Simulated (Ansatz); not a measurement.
CuAu3: do energies and stresses tell the same story?

The calculation used Ansatz, DFT PBEsol, scalar-relativistic, plane waves, PAW.

Plane waves to 420 eV, a k mesh through Γ of 10×10×10 on the computed 4-atom cell and Gaussian smearing (0.10 eV); no spin polarisation.

Relaxed cell: Pm-3m, a = 3.974 Å, b = 3.974 Å, c = 3.974 Å, α = 90.00°, β = 90.00°, γ = 90.00°, 4 atoms in the primitive cell. Whether it is the stable form of this composition wasn't checked.

Energies at zero smearing and pressures from the stress tensor, at volumes with shape and atoms relaxed:
```
V (Å³/atom) E − E(first) (meV/atom) P (GPa)
     13.810                     0.00    31.31
     14.281                   -76.18    20.99
     14.751                  -124.85    12.55
     15.222                  -151.04     5.63
     15.693                  -158.94    -0.01
     16.164                  -151.98    -4.62
     16.635                  -132.78    -8.42
     17.262                   -91.67   -12.45
```

Question: Check P = −dE/dV between neighbouring volumes, and get the bulk modulus from the pressures alone.

Answer: With 1 eV/Å³ = 160.2 GPa:
| middle V (Å³/atom) | −ΔE/ΔV (GPa) | mean P (GPa) |
| --- | --- | --- |
| 14.045 | 25.925 | 26.150 |
| 14.516 | 16.563 | 16.765 |
| 14.987 | 8.912 | 9.090 |
| 15.458 | 2.689 | 2.813 |
| 15.928 | -2.368 | -2.315 |
| 16.399 | -6.533 | -6.521 |
| 16.948 | -10.493 | -10.434 |

The two differ by 0.23 GPa at most. The mean of two end pressures misses the average over a step by about ΔV² P″/12, up to 0.17 GPa here; with that taken off 0.06 GPa remains. The stress is the derivative of the free energy, not of the energy at zero smearing, and with free energies 0.00 GPa remains. Around V = 15.693 Å³/atom, the two neighbours give B = −V ΔP/ΔV = 15.693 × 10.26 / 0.942 = 170.9 GPa, against B0 = 169.8 GPa from the Birch–Murnaghan fit of the energies.

Spin–orbit coupling is left out, which can shift energies with elements as heavy as these.